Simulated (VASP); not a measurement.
# LaH3 (Fm-3m) in VASP: a series of runs

One crystal, LaH3, is run at these levels: LDA; tasks: single point.

Everything below comes from runs of VASP 6.6.1. Logs are shortened: lines on timing, memory, paths and dates and some standing lists are left out, and cuts for length are marked.

## Step 1: The crystal as given

It takes space group Fm-3m (No. 225, cubic). The conventional cell has a = 5.573 Å, b = 5.573 Å, c = 5.573 Å, α = 90.00°, β = 90.00°, γ = 90.00°. La (site symmetry m-3m) is surrounded by 8 H at 2.41 Å. H (site symmetry -43m) is surrounded by 4 La at 2.41 Å and 4 H at 2.41 Å. Around H (site symmetry m-3m) lie 8 H at 2.41 Å.

The cell comes from a database or a generator and needn't be the stable form of this composition.

## Step 2: Single point, LDA

File INCAR:

```
PREC = Accurate
ENCUT = 450
EDIFF = 1E-6
ISMEAR = 0
SIGMA = 0.05
LREAL = F
LASPH = T
NELM = 100
ALGO = Normal
ISIF = 2
LWAVE = F
LCHARG = F
GGA = CA
NBANDS = 15
ADDGRID = F
```

File KPOINTS:

```
regular mesh
0
Gamma
  4 4 4
```

File POSCAR:

```
LaH3
1.0
    0.0000000000      2.7864794500      2.7864794500
    2.7864794500      0.0000000000      2.7864794500
    2.7864794500      2.7864794500      0.0000000000
La H
1 3
Direct
    0.0000000000      0.0000000000      0.0000000000
    0.2500000000      0.2500000000      0.2500000000
    0.7500000000      0.7500000000      0.7500000000
    0.5000000000      0.5000000000      0.5000000000
```

Potentials or basis: VASP PAW LDA potentials, release 64 (La, H).

Command:

```console
> cat potpaw_LDA.64/La/POTCAR potpaw_LDA.64/H/POTCAR > POTCAR
> mpirun -np 1 vasp_std > vasp.out
```

OUTCAR:

```text
PREC = Accurate
   ENCUT = 450
   EDIFF = 1E-6
   ISMEAR = 0
   LREAL = F
   LASPH = T
   NELM = 100
   ISIF = 2
   GGA = CA

 Found      8 irreducible k-points:

 Following reciprocal coordinates:
            Coordinates               Weight
  0.000000  0.000000  0.000000      1.000000
  0.250000  0.000000  0.000000      8.000000
  0.500000  0.000000  0.000000      4.000000
  0.250000  0.250000  0.000000      6.000000
  0.500000  0.250000  0.000000     24.000000
 -0.250000  0.250000  0.000000     12.000000
   k-points           NKPTS =      8   k-points in BZ     NKDIM =      8   number of bands    NBANDS=     15
   number of dos      NEDOS =    301   number of ions     NIONS =      4
   total plane-waves  NPLWV =  21952
   dimension x,y,z NGX =    28 NGY =   28 NGZ =   28
   dimension x,y,z NGXF=    56 NGYF=   56 NGZF=   56
   ions per type =               1   3
   NGX,Y,Z   is equivalent  to a cutoff of  11.81, 11.81, 11.81 a.u.
   NGXF,Y,Z  is equivalent  to a cutoff of  23.62, 23.62, 23.62 a.u.
 SYSTEM =  unknown system
   PREC   = accura    normal or accurate (medium, high low for compatibility)
   ISTART =      0    job   : 0-new  1-cont  2-samecut
   ICHARG =      2    charge: 1-file 2-atom 10-const
   ISPIN  =      1    spin polarized calculation?
   LNONCOLLINEAR =      F non collinear calculations
   LSORBIT =      F    spin-orbit coupling
   LASPH  =      T    aspherical Exc in radial PAW
   ENCUT  =  450.0 eV  33.07 Ry    5.75 a.u.   6.82  6.82  6.82*2*pi/ulx,y,z
   NELM   =    100;   NELMIN=  2; NELMDL= -5     # of ELM steps
   EDIFF  = 0.1E-05   stopping-criterion for ELM
   LREAL  =      F    real-space projection
   EDIFFG = 0.1E-04   stopping-criterion for IOM
   NSW    =      0    number of steps for IOM
   IBRION =     -1    ionic relax: 0-MD 1-quasi-New 2-CG
   NFREE  =      0    steps in history (QN), initial steepest desc. (CG)
   ISIF   =      2    stress and relaxation
   ISYM   =      2    0-nonsym 1-usesym 2-fastsym
   POTIM  = 0.5000    time-step for ionic-motion
   TEBEG  =    0.0;   TEEND  =   0.0 temperature during run
   PSTRESS=    0.0 pullay stress
   NELECT =      14.0000    total number of electrons
   NUPDOWN=      -1.0000    fix difference up-down
   EMIN   =  10.00;   EMAX   =-10.00  energy-range for DOS
   EFERMI =   0.00;   METHOD = LEGACY
   ISMEAR =     0;   SIGMA  =   0.05  broadening in eV -4-tet -1-fermi 0-gaus
   EFERMI_NEDOS =   21; number of points for ismear=-14 and -15
   IALGO  =     38    algorithm
   IMIX   =      4    mixing-type and parameters
     AMIX     =   0.40;   BMIX     =  1.00
     AMIX_MAG =   1.60;   BMIX_MAG =  1.00
  volume/ion in A,a.u.               =      10.82        73.00
  Fermi-wavevector in a.u.,A,eV,Ry     =   1.123876  2.123817 17.185477  1.263097
  Thomas-Fermi vector in A             =   2.260545
   LORBIT       =      0    0 simple, 1 ext, 2 COOP (PROOUT), +10 PAW based schemes
   GGA     = CA    functional components
   LHFCALC =     F    Hartree Fock is set to
   AEXX    =    0.0000 exact exchange contribution
   IVDW    =     0    specifies the selected vdW correction
   LEPSILON=     F    determine dielectric tensor
   LRPA    =     F    only Hartree local field effects (RPA)
 non-spin polarized calculation
 Gauss-broadening in eV      SIGMA  =   0.05
  energy-cutoff  :      450.00
  volume of cell :       43.27
 maximum number of plane-waves:       960
   NGX = 13   NGY = 13   NGZ = 13

 number of electron      14.0000001 magnetization

 Free energy of the ion-electron system (eV)
  ---------------------------------------------------
  ext. energy  EPLUGINS =         0.00000000
  ---------------------------------------------------
  free energy    TOTEN  =       -18.53393230 eV

  energy without entropy =      -18.53211280  energy(sigma->0) =      -18.53302255

 E-fermi :   7.6223     XC(G=0): -10.2946

 val. band max:        6.2664610185   @ k =   0.2500   0.0000   0.0000
 cond. band min:       7.6629990238   @ k =   0.5000   0.0000   0.0000
 fundamental gap:      1.3965380053
 Fermi energy:         7.6223280314

 k-point     1 :       0.0000    0.0000    0.0000
  band No.  band energies     occupation
      1     -25.6438      2.00000
      2      -8.9260      2.00000
      3      -8.9260      2.00000
      4      -8.9260      2.00000
      5      -0.4539      2.00000
      6       4.6647      2.00000
      7       7.8262      0.00000
      8       7.8262      0.00000
      9       7.8262      0.00000
     10       8.1491      0.00000
     11       8.7037      0.00000
     12       8.7037      0.00000
     13       8.7037      0.00000
     14       9.2859      0.00000
     15       9.2859      0.00000

 k-point     2 :       0.2500    0.0000    0.0000
  band No.  band energies     occupation
      1     -25.5792      2.00000
      2      -9.5707      2.00000
      3      -8.9916      2.00000
      4      -8.9916      2.00000
      5       0.8110      2.00000
      6       3.4978      2.00000
      7       6.2665      2.00000
      8       7.9671      0.00000
      9       7.9671      0.00000
     10       8.6850      0.00000
     11       8.6850      0.00000
     12       9.0190      0.00000
     13       9.2479      0.00000
     14       9.2479      0.00000
     15       9.2932      0.00000

 k-point     3 :       0.5000    0.0000    0.0000
  band No.  band energies     occupation
      1     -25.5132      2.00000
      2     -10.1198      2.00000
      3      -9.0555      2.00000
      4      -9.0555      2.00000
      5       1.5622      2.00000
      6       3.6057      2.00000
      7       5.4724      2.00000
      8       7.6630      0.25000
      9       7.6630      0.25000
     10       8.7791      0.00000
     11       8.7791      0.00000
     12       9.1811      0.00000
     13       9.1811      0.00000
     14       9.1836      0.00000
     15       9.3005      0.00000

 k-point     4 :       0.2500    0.2500    0.0000
  band No.  band energies     occupation
      1     -25.5580      2.00000
      2      -9.5649      2.00000
      3      -9.1108      2.00000
      4      -9.1108      2.00000
      5       1.2345      2.00000
      6       2.9504      2.00000
      7       5.2890      2.00000
      8       8.4365      0.00000
      9       8.4365      0.00000
     10       8.9268      0.00000
     11       8.9466      0.00000
     12       8.9466      0.00000
     13       9.0163      0.00000
     14       9.4233      0.00000
     15       9.8718      0.00000

 k-point     5 :       0.5000    0.2500    0.0000
  band No.  band energies     occupation
      1     -25.4922      2.00000
      2      -9.9192      2.00000
      3      -9.3829      2.00000
      4      -9.1737      2.00000
      5       2.3213      2.00000
      6       2.9156      2.00000
      7       4.0470      2.00000
      8       8.4511      0.00000
      9       8.5784      0.00000
     10       8.8365      0.00000
     11       8.9677      0.00000
     12       9.1299      0.00000
     13       9.1301      0.00000
     14       9.2357      0.00000
     15       9.8249      0.00000

 k-point     6 :      -0.2500    0.2500    0.0000
  band No.  band energies     occupation
      1     -25.5139      2.00000
      2      -9.7987      2.00000
      3      -9.4149      2.00000
      4      -9.0570      2.00000
      5       2.2156      2.00000
      6       3.1786      2.00000
      7       4.1312      2.00000
      8       8.2960      0.00000
      9       8.5529      0.00000
     10       8.6820      0.00000
     11       8.9783      0.00000
     12       9.1225      0.00000
     13       9.1329      0.00000
     14       9.2015      0.00000
     15       9.6230      0.00000

 [... further k-points ...]

------------------------ aborting loop because EDIFF is reached ----------------------------------------

  FORCE on cell =-STRESS in cart. coord.  units (eV):
  Direction    XX          YY          ZZ          XY          YZ          ZX
  --------------------------------------------------------------------------------------
  -------------------------------------------------------------------------------------
  Total       -1.2749389     -1.2749389     -1.2749389      0.0000000      0.0000000      0.0000000
  in kB      -47.2065660    -47.2065660    -47.2065660      0.0000000      0.0000000      0.0000000
  external PRESSURE =     -47.2065660 kB  Pullay stress =       0.0000000 kB

 VOLUME and BASIS-vectors are now :
 -----------------------------------------------------------------------------
  energy-cutoff  :      450.00
  volume of cell :       43.27
      direct lattice vectors                 reciprocal lattice vectors
     0.000000000  2.786479450  2.786479450    -0.179437892  0.179437892  0.179437892
     2.786479450  0.000000000  2.786479450     0.179437892 -0.179437892  0.179437892
     2.786479450  2.786479450  0.000000000     0.179437892  0.179437892 -0.179437892

 POSITION                                       TOTAL-FORCE (eV/Angst)
 -----------------------------------------------------------------------------------
      0.00000      0.00000      0.00000        -0.000000     -0.000000     -0.000000
      1.39324      1.39324      1.39324         0.000000      0.000000     -0.000000
      4.17972      4.17972      4.17972        -0.000000     -0.000000      0.000000
      2.78648      2.78648      2.78648        -0.000000     -0.000000     -0.000000
 -----------------------------------------------------------------------------------
    total drift:                               -0.000000     -0.000000      0.000000

  FREE ENERGIE OF THE ION-ELECTRON SYSTEM (eV)
  ---------------------------------------------------
  free  energy   TOTEN  =       -18.5339323028 eV

  energy  without entropy=      -18.5321127974  energy(sigma->0) =      -18.53302255
```

It took 7.5 s on 1 thread of Intel Xeon Platinum 8488C (Sapphire Rapids), shared host; peak memory 0.14 GiB.

The run converged, but some of its settings lie outside the range that counts as converged, so its numbers aren't taken as properties of the crystal.

What came out:

```
Free energy            : -18.5339 eV
Pressure               : -4.7 GPa
Band gap on the k mesh : none (metal or under the smearing width)
```

Caveat: the k mesh is coarse (spacing up to 0.49 Å⁻¹), so the values aren't converged.

## Step 3: Single point, LDA

INCAR is that of step 2.

KPOINTS is that of step 2.

File POSCAR:

```
LaH3
1.0
    0.0000000000      2.7864794500      2.7864794500
    2.7864794500      0.0000000000      2.7864794500
    2.7864794500      2.7864794500      0.0000000000
La H
1 3
Direct
    0.0010720000     -0.0024160000     -0.0049440000
    0.2532360000      0.2274950000      0.2357170000
    0.7573300000      0.7385030000      0.7643790000
    0.4948670000      0.5128930000      0.4979460000
```

Potentials or basis: VASP PAW LDA potentials, release 64 (La, H).

Command:

```console
> cat potpaw_LDA.64/La/POTCAR potpaw_LDA.64/H/POTCAR > POTCAR
> mpirun -np 1 vasp_std > vasp.out
```

Run time: 16 s. Hardware: 1 thread of Intel Xeon Platinum 8488C (Sapphire Rapids), shared host; peak memory 0.16 GiB.

The run converged, but some of its settings lie outside the range that counts as converged, so its numbers aren't taken as properties of the crystal.

Results:

```yaml
Free_energy: -18.5059 eV
Pressure: -4.5 GPa
Largest_force: 0.338 eV/Å
Band_gap_on_the_k_mesh: none (metal or under the smearing width)
```

Caveat: the k mesh is coarse (spacing up to 0.49 Å⁻¹), so the values aren't converged.
